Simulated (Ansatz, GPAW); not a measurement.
This is a calculation of InSe for GPAW 26.7.0 (ASE script). Atoms were shifted at random by some hundredths of an Å from the given cell, which wasn't relaxed again for these runs. 

run.py

```python
from ase import Atoms
from ase.dft.bandgap import bandgap
from ase.io import write
from ase.units import GPa
from ase.parallel import parprint
from gpaw import GPAW, PW, setup_paths

setup_paths.insert(0, '.')

atoms = Atoms(['In', 'In', 'Se', 'Se'],
              cell=[[2.0, 1.1547005384, 8.44],
                    [-2.0, 1.1547005384, 8.44],
                    [0.0, -2.3094010768, 8.44]],
              scaled_positions=[[0.902633, 0.883756, 0.881538],
                                [-0.018726, -0.00296, 0.01686],
                                [0.159676, 0.170798, 0.18013],
                                [0.386672, 0.372498, 0.386896]],
              pbc=True)

calc = GPAW(mode=PW(600),
            xc='PBEsol',
            kpts={'size': (8, 8, 8), 'gamma': True},
            occupations={'name': 'fermi-dirac', 'width': 0.05},
            nbands=32,
            convergence={'density': 1e-05, 'energy': 1e-05},
            maxiter=150,
            txt='gpaw.txt')
atoms.calc = calc
energy = atoms.get_potential_energy()
forces = atoms.get_forces()
stress = atoms.get_stress()
calc.write('gs.gpw')
write('result.traj', atoms)
parprint(f'Energy: {energy:.6f} eV')
parprint('Forces (eV/A):')
parprint(forces.round(4))
parprint('Stress (GPa):', (stress / GPa).round(3))
parprint('Fermi level:', round(calc.get_fermi_level(), 4), 'eV')
parprint(f'Gap: {bandgap(calc)[0]:.4f} eV, direct: {bandgap(calc, direct=True)[0]:.4f} eV')
```

Potentials or basis: PAW data sets generated in the run's folder for this functional, pw.

Command:

```bash
$ gpaw-setup -f PBEsol In Se
$ OMP_NUM_THREADS=1 mpirun -n 4 gpaw python run.py
```

Q: What does the same run look like in Ansatz 0.2.0? Potentials or basis there: all-electron LAPW, scalar-relativistic.

A: As run (cutoffs and basis follow the program's own potentials, and thresholds, step limits or extra output files can differ):

Contents of input.yaml:

```yaml
crystal:
  lattice:
    - [2.0, 1.1547005384, 8.44]
    - [-2.0, 1.1547005384, 8.44]
    - [0.0, -2.3094010768, 8.44]
  atoms:
    - { symbol: In, position: [0.902633, 0.883756, 0.881538] }
    - { symbol: In, position: [-0.018726, -0.00296, 0.01686] }
    - { symbol: Se, position: [0.159676, 0.170798, 0.18013] }
    - { symbol: Se, position: [0.386672, 0.372498, 0.386896] }
kpoints:
  mp_grid: { grid: [8, 8, 8] }
scf:
  occupations: { method: fermi_dirac, width: 0.05 }
hamiltonian:
  xc: pbesol
  pseudopotentials: { kind: all_electron, lapw: { basis_error: 0.001 } }
output:
  forces: true
  stress: true
  eigenvalues: true
  populations: true
```

Potentials or basis: all-electron LAPW, scalar-relativistic.

Run with:

```console
$ ansatz run input.yaml --threads 2 --pin off --max-ram 8192MiB --backend cpu --events-out ev --progress --plain --runs-dir out
```

Both were run:

|  | GPAW | Ansatz |
| --- | --- | --- |
| Pressure | -0.3 GPa | 0.0 GPa |
| Largest force | 0.453 eV/Å | 0.462 eV/Å |

Where Ansatz's input types no cutoff or centring, it takes its own default and a Γ-centred mesh.

Pressure is positive in compression.
